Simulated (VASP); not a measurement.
# SnTe3: single point with PBE

Crystal: SnTe3.

```xyz
4
Lattice="0.0000 3.8612 3.8612 3.8612 0.0000 3.8612 3.8612 3.8612 0.0000" Properties=species:S:1:pos:R:3 pbc="T T T"
Sn    0.0000    0.0000    0.0000
Te    1.9306    1.9306    1.9306
Te    5.7918    5.7918    5.7918
Te    3.8612    3.8612    3.8612
```

The cell comes from a database or a generator and needn't be the stable form of this composition.

- Program: VASP 6.6.1
- Task: single point
- Functional: PBE
- Potentials or basis: VASP PAW PBE potentials, release 64 (Sn_d, Te)
- Cutoff: 520 eV
- k mesh: 4 × 4 × 4
- Occupations: fermi-dirac, width 0.05 eV
- Spin: no spin polarisation

| Quantity | Value |
| --- | --- |
| Pressure | 0.3 GPa |
| Band gap on the k mesh | none (metal or under the smearing width) |

Levels at points of the mesh, in eV from the Fermi level:
```tsv
k point	band 13	band 14	band 15	band 16	band 17	band 18	band 19	band 20
(0.00, 0.00, 0.00)	-3.34	-3.34	-3.34	-1.88	-1.88	-1.88	3.04	3.04
(0.50, 0.00, 0.00)	-3.46	-2.08	-1.97	0.34	0.34	1.23	1.77	1.77
(0.50, 0.50, 0.00)	-0.99	-0.62	-0.62	0.00	0.12	0.12	2.06	3.25
```

Wall time 28 s on 1 thread of Intel(R) Xeon(R) Platinum 8259CL CPU @ 2.50GHz (Skylake/Cascade Lake) (shared host), peak memory 0.25 GiB.

The run has no spin-orbit coupling, so splittings on Te are missing.
